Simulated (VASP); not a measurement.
Runs of VASP 6.6.1 on TiO2. The structure is tetragonal, space group P4_2/mnm (No. 136). The conventional cell has a = 4.600 Å, b = 4.600 Å, c = 2.959 Å, α = 90.00°, β = 90.00°, γ = 90.00°. Ti (site symmetry mmm) is surrounded by 6 O at 1.95 to 1.98 Å. Around O (site symmetry m2m) lie 3 Ti at 1.95 to 1.98 Å. The cell is a database's computed one.

| level | gap on the mesh (eV) | pressure (GPa) | largest force (eV/Å) |
| --- | --- | --- | --- |
| r2SCAN | 2.21 | 0.3 | (c) |
| rSCAN | 2.18 | -0.2 | 0.01 |
| SCAN | 2.21 | -0.7 | (a) |
| TPSS | (b) | 4.0 | 0.06 |

Alike in all rows: task band structure; potentials or basis VASP PAW PBE potentials, release 64 (Ti_sv, O); no spin polarisation; cell as given; k mesh 6 × 6 × 9; cutoff (eV) 520; smearing fermi-dirac 0.05 eV.

**Question.** Fill in the values left out.

**Answer.** (a) 0.04; (b) 1.95; (c) 0.02.

Caveats: the PAW data sets were made with another functional, which shifts forces and pressure a little.

Runs at the PBE level aren't shown here.
